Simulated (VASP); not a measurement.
# Ta (Im-3m) in VASP: a series of runs, part 2 of 2

VASP 6.6.1.

## 3. Relaxation of the atoms, PBE+D3(BJ) (a relaxed cell with its volume scaled by 1.04)

INCAR

```
PREC = Accurate
ENCUT = 600
EDIFF = 1E-7
ISMEAR = 1
SIGMA = 0.1
LREAL = False
LASPH = True
NELM = 80
ALGO = Normal
ISIF = 2
LWAVE = False
LCHARG = False
GGA = PE
IVDW = 12
IBRION = 2
NSW = 40
EDIFFG = -0.01
```

KPOINTS

```
Automatic mesh
0
Gamma
  16 16 16
```

POSCAR

```
Ta                                      
1.0
   -1.6654783803      1.6654783803      1.6654783803
    1.6654783803     -1.6654783803      1.6654783803
    1.6654783803      1.6654783803     -1.6654783803
  Ta            
     1
Direct
     0.0000000000000000    0.0000000000000000    0.0000000000000000
```

Potentials or basis: VASP PAW PBE potentials, release 64 (Ta_pv).

Launch:

```sh
$ cat potpaw_PBE.64/Ta_pv/POTCAR > POTCAR
$ mpirun -np 1 vasp_std > vasp.out
```

OUTCAR:

```text
PREC = Accurate
   ENCUT = 600
   EDIFF = 1E-7
   ISMEAR = 1
   LREAL = False
   LASPH = True
   NELM = 80
   ISIF = 2
   GGA = PE
   IVDW = 12
   IBRION = 2
   NSW = 40
   EDIFFG = -0.01
 IVDW          = 12

 ion  position               nearest neighbor table
   1  0.000  0.000  0.000-

  LATTYP: Found a body centered cubic cell.
 ALAT       =     3.3309567606

  Lattice vectors:

 A1 = (  -1.6654783803,   1.6654783803,   1.6654783803)
 A2 = (   1.6654783803,  -1.6654783803,   1.6654783803)
 A3 = (   1.6654783803,   1.6654783803,  -1.6654783803)

Analysis of symmetry for initial positions (statically):
=====================================================================
 Subroutine PRICEL returns:
 Original cell was already a primitive cell.

 Routine SETGRP: Setting up the symmetry group for a
 body centered cubic supercell.

 Subroutine GETGRP returns: Found 48 space group operations
 (whereof 48 operations were pure point group operations)
 out of a pool of 48 trial point group operations.

The static configuration has the point symmetry O_h .

Analysis of symmetry for dynamics (positions and initial velocities):
=====================================================================
 Subroutine PRICEL returns:
 Original cell was already a primitive cell.

 Routine SETGRP: Setting up the symmetry group for a
 body centered cubic supercell.

 Subroutine GETGRP returns: Found 48 space group operations
 (whereof 48 operations were pure point group operations)
 out of a pool of 48 trial point group operations.

The dynamic configuration has the point symmetry O_h .

 Subroutine INISYM returns: Found 48 space group operations
 (whereof 48 operations are pure point group operations),
 and found     1 'primitive' translations

[... 113 lines left out ...]
  volume/ion in A,a.u.               =      18.48       124.70
  Fermi-wavevector in a.u.,A,eV,Ry     =   1.377146  2.602429 25.803881  1.896532
  Thomas-Fermi vector in A             =   2.502326
   LORBIT       =      0    0 simple, 1 ext, 2 COOP (PROOUT), +10 PAW based schemes
   GGA     = PE    functional components
   LHFCALC =     F    Hartree Fock is set to
   AEXX    =    0.0000 exact exchange contribution
   IVDW    =    12    specifies the selected vdW correction
   LEPSILON=     F    determine dielectric tensor
   LRPA    =     F    only Hartree local field effects (RPA)
 conjugate gradient relaxation of ions
 non-spin polarized calculation
 Methfessel and Paxton  Order N= 1 SIGMA  =   0.10
  energy-cutoff  :      600.00
  volume of cell :       18.48
 maximum number of plane-waves:       630
   NGX = 11   NGY = 11   NGZ = 11

 number of electron      11.0000000 magnetization

 Free energy of the ion-electron system (eV)
  ---------------------------------------------------
  ext. energy  EPLUGINS =         0.00000000
  ---------------------------------------------------
  free energy    TOTEN  =       -11.80844000 eV

  energy without entropy =      -11.80808832  energy(sigma->0) =      -11.80832277

 E-fermi :   5.2605     XC(G=0): -12.4889

 val. band max:        5.2446798698   @ k =   0.1875   0.0625   0.0000
 cond. band min:       5.2767887691   @ k =  -0.1875   0.2500   0.1250
 fundamental gap:      0.0321088993
 Fermi energy:         5.2605141909

 k-point     1 :       0.0000    0.0000    0.0000
  band No.  band energies     occupation
      1     -27.9011      2.00000
      2     -27.9011      2.00000
      3     -27.9011      2.00000
      4      -2.5363      2.00000
      5       6.0096     -0.00000
      6       6.0096     -0.00000
      7       6.0096     -0.00000
      8       9.1931      0.00000
      9       9.1931      0.00000
[... 265 lines left out ...]
 k-point    24 :       0.2500    0.1875    0.0000
  band No.  band energies     occupation
      1     -28.7492      2.00000
      2     -28.2524      2.00000
      3     -27.9939      2.00000
      4       1.6247      2.00000
      5       4.0753      2.00000
      6       4.6883      2.00000
      7       8.5551      0.00000
      8       9.9914      0.00000
      9      11.8149      0.00000

 [... further k-points ...]

------------------------ aborting loop because EDIFF is reached ----------------------------------------

 Edisp (eV)   -0.64503

 E8    (eV) :    -0.3376

  FORCE on cell =-STRESS in cart. coord.  units (eV):
  Direction    XX          YY          ZZ          XY          YZ          ZX
  --------------------------------------------------------------------------------------
  -------------------------------------------------------------------------------------
  Total      -0.86340    -0.86340    -0.86340     0.00000    -0.00000     0.00000
  in kB     -74.85962   -74.85962   -74.85962     0.00000    -0.00000     0.00000
  external pressure =      -74.86 kB  Pullay stress =        0.00 kB

 VOLUME and BASIS-vectors are now :
 -----------------------------------------------------------------------------
  energy-cutoff  :      600.00
  volume of cell :       18.48
      direct lattice vectors                 reciprocal lattice vectors
    -1.665478380  1.665478380  1.665478380     0.000000000  0.300214044  0.300214044
     1.665478380 -1.665478380  1.665478380     0.300214044  0.000000000  0.300214044
     1.665478380  1.665478380 -1.665478380     0.300214044  0.300214044  0.000000000

 POSITION                                       TOTAL-FORCE (eV/Angst)
 -----------------------------------------------------------------------------------
      0.00000      0.00000      0.00000         0.000000      0.000000      0.000000
 -----------------------------------------------------------------------------------
    total drift:                                0.000000      0.000000     -0.000000

  FREE ENERGIE OF THE ION-ELECTRON SYSTEM (eV)
  ---------------------------------------------------
  free  energy   TOTEN  =       -12.4534680762 eV

  energy  without entropy=      -12.4531164035  energy(sigma->0) =      -12.45335085

 reached required accuracy - stopping structural energy minimisation
```

OSZICAR:

```text
N       E                     dE             d eps       ncg     rms          rms(c)
DAV:   1     0.502422642188E+02    0.50242E+02   -0.71143E+03  2610   0.130E+03
DAV:   2    -0.115350226508E+02   -0.61777E+02   -0.60897E+02  3344   0.257E+02
DAV:   3    -0.122895544184E+02   -0.75453E+00   -0.70946E+00  3079   0.278E+01
DAV:   4    -0.122951393284E+02   -0.55849E-02   -0.54090E-02  2968   0.188E+00
DAV:   5    -0.122951789581E+02   -0.39630E-04   -0.39621E-04  2959   0.135E-01    0.128E+01
DAV:   6    -0.119214096980E+02    0.37377E+00   -0.42658E-01  2711   0.793E+00    0.615E+00
DAV:   7    -0.118096437342E+02    0.11177E+00   -0.35485E-01  2744   0.684E+00    0.371E-01
DAV:   8    -0.118084753530E+02    0.11684E-02   -0.50004E-03  2756   0.862E-01    0.187E-01
DAV:   9    -0.118084457846E+02    0.29568E-04   -0.20003E-04  2871   0.168E-01    0.331E-02
DAV:  10    -0.118084395964E+02    0.61882E-05   -0.37560E-06  2917   0.274E-02    0.612E-03
DAV:  11    -0.118084400461E+02   -0.44973E-06   -0.58737E-08  2262   0.352E-03    0.324E-04
DAV:  12    -0.118084399966E+02    0.49525E-07   -0.55971E-09  1382   0.101E-03
   1 F= -.12453468E+02 E0= -.12453351E+02  d E =-.124535E+02
```

It took 10 s on 1 thread of Intel Xeon Platinum 8488C (Sapphire Rapids), shared host; peak memory 0.16 GiB.

What came out:

* Free energy: -12.4535 eV
* Pressure after relaxing: -7.5 GPa
* Band gap on the k mesh: none (metal or under the smearing width)
* Dispersion energy per atom: -0.645 eV

Final structure:
```
Ta
1.0
    -1.66548    1.66548    1.66548
     1.66548   -1.66548    1.66548
     1.66548    1.66548   -1.66548
Ta
1
Direct
  0.00000 0.00000 0.00000
```

Caveat: the relaxation stopped at its first step, so nothing moved; pairwise dispersion overbinds metals, which lowers pressure and volume. Spin-orbit coupling is left out, which matters for the levels of Ta.

## 4. Relaxation of the atoms, PBE+D3(BJ) (a relaxed cell with its volume scaled by 1.06)

INCAR is that of step 3.

KPOINTS is that of step 3.

POSCAR

```
Ta                                      
1.0
   -1.6760868089      1.6760868089      1.6760868089
    1.6760868089     -1.6760868089      1.6760868089
    1.6760868089      1.6760868089     -1.6760868089
  Ta            
     1
Direct
     0.0000000000000000    0.0000000000000000    0.0000000000000000
```

Launch:

```sh
$ cat potpaw_PBE.64/Ta_pv/POTCAR > POTCAR
$ mpirun -np 1 vasp_std > vasp.out
```

It took 10 s on 1 thread of Intel Xeon Platinum 8488C (Sapphire Rapids), shared host; peak memory 0.17 GiB.

The run converged. Its results:

```yaml
Free_energy: -12.4332 eV
Pressure_after_relaxing: -10.7 GPa
Band_gap_on_the_k_mesh: none (metal or under the smearing width)
Dispersion_energy_per_atom: -0.632 eV
```

Final structure:
```
CELL_PARAMETERS angstrom
-1.67609 1.67609 1.67609
1.67609 -1.67609 1.67609
1.67609 1.67609 -1.67609
ATOMIC_POSITIONS crystal
Ta 0.00000 0.00000 0.00000
```

Levels at points of the mesh, in eV from the Fermi level:
```tsv
k point	band 1	band 2	band 3	band 4	band 5	band 6	band 7	band 8	band 9
(0.00, 0.00, 0.00)	-33.24	-33.24	-33.24	-7.72	0.74	0.74	0.74	3.86	3.86
(0.50, 0.00, 0.00)	-34.25	-33.57	-33.25	-4.17	-1.40	1.41	3.72	4.69	7.38
(0.50, 0.50, 0.50)	-33.95	-33.95	-33.95	-3.53	-3.53	6.49	6.49	6.49	8.28
```

Caveat: the relaxation stopped at its first step, so nothing moved; pairwise dispersion overbinds metals, which lowers pressure and volume. The run has no spin-orbit coupling, so splittings on Ta are missing.

## 5. Relaxation of cell and atoms, r2SCAN

INCAR

```
PREC = Accurate
ENCUT = 600
EDIFF = 1E-6
ISMEAR = 1
SIGMA = 0.1
LREAL = F
LASPH = T
NELM = 80
ALGO = Normal
ISIF = 3
LWAVE = F
LCHARG = F
METAGGA = R2SCAN
LMIXTAU = T
IBRION = 2
NSW = 90
EDIFFG = -0.01
```

KPOINTS is that of step 4.

POSCAR

```
Ta
1.0
   -1.6512800000      1.6512800000      1.6512800000
    1.6512800000     -1.6512800000      1.6512800000
    1.6512800000      1.6512800000     -1.6512800000
Ta
1
Direct
    0.0000000000      0.0000000000      0.0000000000
```

Launch:

```sh
$ cat potpaw_PBE.64/Ta_pv/POTCAR > POTCAR
$ mpirun -np 1 vasp_std > vasp.out
```

Wall time 3.7 min (1 thread of Intel Xeon Platinum 8259CL at 2.50GHz (Skylake/Cascade Lake), shared host); peak memory 0.18 GiB.

The run converged. Its results:

| Item | Value |
| --- | --- |
| Free energy | -48.5772 eV |
| Relaxed volume | 18.14 Å³/atom |
| Relaxed cell | a = 2.867 Å, b = 2.867 Å, c = 2.867 Å, α = 109.47°, β = 109.47°, γ = 109.47° |
| Space group after relaxing (to 0.05 Å) | Im-3m (No. 229) |
| Energy gained by relaxing | 0.6 meV/atom |
| Ionic steps | 3 |
| Pressure after relaxing | 0.0 GPa |
| Band gap on the k mesh | none (metal or under the smearing width) |

The path:
```tsv
step	energy change (eV)	largest force (eV/Å)	pressure (GPa)	volume (Å³)
1	0.0000	0.0000	1.43	18.01
2	0.0023	0.0000	-3.10	18.43
3	-0.0006	0.0000	0.00	18.14
```

Final structure:
```
Ta
1.0
    -1.65521    1.65521    1.65521
     1.65521   -1.65521    1.65521
     1.65521    1.65521   -1.65521
Ta
1
Direct
  0.00000 0.00000 0.00000
```

Levels at points of the mesh, in eV from the Fermi level:
```
           k point  band 3  band 4  band 5  band 6  band 7  band 8
(0.00, 0.00, 0.00)  -34.24   -8.28    0.86    0.86    0.86    4.32
(0.50, 0.00, 0.00)  -34.25   -4.50   -1.52    1.46    4.19    5.25
(0.50, 0.50, 0.50)  -35.07   -3.88   -3.88    7.07    7.07    7.07
```

Caveat: the PAW data sets were made with another functional, which shifts forces and pressure a little. Spin-orbit coupling is left out, which matters for the levels of Ta.

## 6. Relaxation of cell and atoms, r2SCAN

This run uses another cell than the first one, of 18.14 Å³/atom, 1.007 times its volume.

INCAR: that of step 5 with these lines changed.

```diff
@@ -2,3 +2,3 @@
 ENCUT = 600
-EDIFF = 1E-6
+EDIFF = 1E-7
 ISMEAR = 1
@@ -16,2 +16,2 @@
 NSW = 90
-EDIFFG = -0.01
+EDIFFG = -0.005
```

KPOINTS is that of step 5.

POSCAR

```
Ta                                      
1.0
   -1.6552091830      1.6552091830      1.6552091830
    1.6552091830     -1.6552091830      1.6552091830
    1.6552091830      1.6552091830     -1.6552091830
  Ta            
     1
Direct
     0.0000000000000000    0.0000000000000000    0.0000000000000000
```

Potentials or basis: VASP PAW PBE potentials, release 64 (Ta_pv).

Launch:

```sh
$ cat potpaw_PBE.64/Ta_pv/POTCAR > POTCAR
$ mpirun -np 1 vasp_std > vasp.out
```

Wall time 97 s (1 thread of Intel Xeon Platinum 8259CL at 2.50GHz (Skylake/Cascade Lake), shared host); peak memory 0.17 GiB.

Results (log left out):

| Property | Result |
| --- | --- |
| Free energy | -48.5773 eV |
| Pressure after relaxing | 0.0 GPa |
| Band gap on the k mesh | none (metal or under the smearing width) |

Final structure:
```
CELL_PARAMETERS angstrom
-1.65521 1.65521 1.65521
1.65521 -1.65521 1.65521
1.65521 1.65521 -1.65521
ATOMIC_POSITIONS crystal
Ta 0.00000 0.00000 0.00000
```

Levels at points of the mesh, in eV from the Fermi level:
| k point | band 1 | band 2 | band 3 | band 4 | band 5 | band 6 | band 7 | band 8 | band 9 |
| --- | --- | --- | --- | --- | --- | --- | --- | --- | --- |
| (0.00, 0.00, 0.00) | -34.24 | -34.24 | -34.24 | -8.28 | 0.86 | 0.86 | 0.86 | 4.32 | 4.32 |
| (0.50, 0.00, 0.00) | -35.44 | -34.62 | -34.25 | -4.50 | -1.52 | 1.46 | 4.19 | 5.25 | 8.04 |
| (0.50, 0.50, 0.50) | -35.07 | -35.07 | -35.07 | -3.88 | -3.88 | 7.07 | 7.07 | 7.07 | 8.97 |

Caveat: the relaxation stopped at its first step, so nothing moved; the PAW data sets were made with another functional, which shifts forces and pressure a little. Spin-orbit coupling is left out, which matters for the levels of Ta.

## 7. Overview

| task | level | cell | gap on the mesh (eV) | pressure (GPa) |
| --- | --- | --- | --- | --- |
| relaxation of the atoms | PBE+D3(BJ) | atoms relaxed from: a relaxed cell with its volume scaled by 1.02 | none | -3.9 |
| relaxation of the atoms | PBE+D3(BJ) | atoms relaxed from: a relaxed cell with its volume scaled by 1.04 | none | -7.5 |
| relaxation of the atoms | PBE+D3(BJ) | atoms relaxed from: a relaxed cell with its volume scaled by 1.06 | none | -10.7 |
| relaxation of cell and atoms | r2SCAN | relaxed | none | 0.0 |

Alike in all rows: potentials or basis VASP PAW PBE potentials, release 64 (Ta_pv); no spin polarisation; k mesh 16 × 16 × 16; cutoff (eV) 600; smearing methfessel-paxton 0.1 eV.

Caveats: the relaxation stopped at its first step, so nothing moved; pairwise dispersion overbinds metals, which lowers pressure and volume (some runs); the PAW data sets were made with another functional, which shifts forces and pressure a little (some runs).

Total energies depend on the potentials used, so only differences within one code and one set of settings carry meaning.
